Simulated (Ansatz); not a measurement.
# SiO2: the cost of one run

Program: Ansatz 0.2.0. Level of theory: DFT LDA, scalar-relativistic, plane waves, PAW. These are calculated values, not measurements.

1 further run of the same task is left out (set aside as unsound or not needed).

## 1. The system as given

Symmetry: I4/mmm, No. 139, tetragonal system. The conventional cell has a = 8.911 Å, b = 8.911 Å, c = 5.215 Å, α = 90.00°, β = 90.00°, γ = 90.00°. Si (site symmetry m2m) has 4 O at 1.60 Å in its first shell of neighbours. O (site symmetry 2/m) is surrounded by 2 Si at 1.60 Å. O (site symmetry m2m) has 2 Si at 1.60 Å in its first shell of neighbours.

As a file:

```
CELL_PARAMETERS angstrom
-4.45533 4.45533 2.60736
4.45533 -4.45533 2.60736
4.45533 4.45533 -2.60736
ATOMIC_POSITIONS crystal
Si 0.17694 0.17694 0.35387
Si 0.82306 0.17694 0.00000
Si 0.17694 0.82306 0.00000
Si 0.82306 0.82306 0.64613
O 0.50000 0.50000 0.50000
O 0.00000 0.50000 0.00000
O 0.50000 0.00000 0.00000
O 0.00000 0.00000 0.50000
O 0.00000 0.20894 0.20894
O 0.79106 0.00000 0.79106
O 0.20894 0.00000 0.20894
O 0.00000 0.79106 0.79106
```

It goes back to an entry of the Materials Project, which need not be the stable form.

It is the result of an earlier relaxation at this level (volume 17.25 Å³/atom; gap on the mesh: 5.35 eV).

## 2. The reference: the undisturbed cell on the scan's mesh

The input, input.yaml:

```yaml
crystal:
  lattice:
    - [-4.4553296906, 4.4553296906, 2.6073622167]
    - [4.4553296906, -4.4553296906, 2.6073622167]
    - [4.4553296906, 4.4553296906, -2.6073622167]
  atoms:
    - { symbol: Si, position: [0.1769371919, 0.1769371919, 0.3538743837] }
    - { symbol: Si, position: [0.8230628081, 0.1769371919, 0.0] }
    - { symbol: Si, position: [0.1769371919, 0.8230628081, 0.0] }
    - { symbol: Si, position: [0.8230628081, 0.8230628081, 0.6461256163] }
    - { symbol: O, position: [0.5, 0.5, 0.5] }
    - { symbol: O, position: [0.0, 0.5, 0.0] }
    - { symbol: O, position: [0.5, 0.0, 0.0] }
    - { symbol: O, position: [0.0, 0.0, 0.5] }
    - { symbol: O, position: [0.0, 0.2089418893, 0.2089418893] }
    - { symbol: O, position: [0.7910581107, 0.0, 0.7910581107] }
    - { symbol: O, position: [0.2089418893, 0.0, 0.2089418893] }
    - { symbol: O, position: [0.0, 0.7910581107, 0.7910581107] }
basis:
  ecutwfc: 420
kpoints:
  mp_grid: { grid: [6, 6, 6] }
hamiltonian:
  xc: lda
scf:
  occupations: { method: gaussian, width: 0.05 }
output:
  forces: true
  stress: true
  eigenvalues: true
  write_density: true
  write_potential: true
  elf: true
  volumetric_format: npy
```

Launch:

```
ansatz run input.yaml --threads 2 --pin off --max-ram 5120MiB --backend cpu --events-out ev --progress --plain --runs-dir out
```

What time and memory should one allow on 2 threads of Intel Xeon 6975P-C (Granite Rapids), shared host?

About 5.4 s, with a peak of 0.6 GiB.
